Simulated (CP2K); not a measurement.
## K under changes of volume

One of the cells (78.046 Å³/atom); the others are scaled copies at fixed shape and fractional positions:

```xyz
1
Lattice="4.7968 0.0000 0.0000 2.3984 4.1542 0.0000 2.3984 1.3847 3.9166" Properties=species:S:1:pos:R:3 pbc="T T T"
K     0.0000    0.0000    0.0000
```

This isn't the form of K at room conditions, which is bcc.

```yaml
Program: CP2K 2026.2
Functional: PBE
Potentials_or_basis: POTENTIAL_UZH K GTH-PBE-q9; TZVP-MOLOPT-PBE-GTH basis
Density_cutoff: 6123 eV
k_mesh: 7 × 7 × 7
Occupations: fermi-dirac, width 0.05 eV
Spin: no spin polarisation
```

```tsv
volume (Å³/atom)	energy over the lowest point (meV/atom)	pressure (GPa)
73.363	0.00	0.0
74.924	0.38	-0.1
76.485	1.44	-0.1
78.046	3.11	-0.2
79.607	?	?
81.167	8.05	-0.3
82.728	11.23	-0.3
```

Q: What does the run at 79.607 Å³/atom give?

A: Energy over the lowest point 5.33 meV/atom; pressure -0.3 GPa.

Worked out: A Birch-Murnaghan fit of order 3 (a polynomial in V^(-2/3)) to the other rows has its minimum at 73.31 Å³/atom, just outside them, with B0 = V·E''(V) = 3.6 GPa and B' = 3.7. It gives 5.33 meV/atom at 79.607 Å³/atom, against the run's 5.33, and -dE/dV = -0.3 GPa, against -0.3.

Energies are extrapolated to zero smearing.

Caveats: the basis of atomic orbitals isn't converged, which shifts pressures, moduli and gaps.
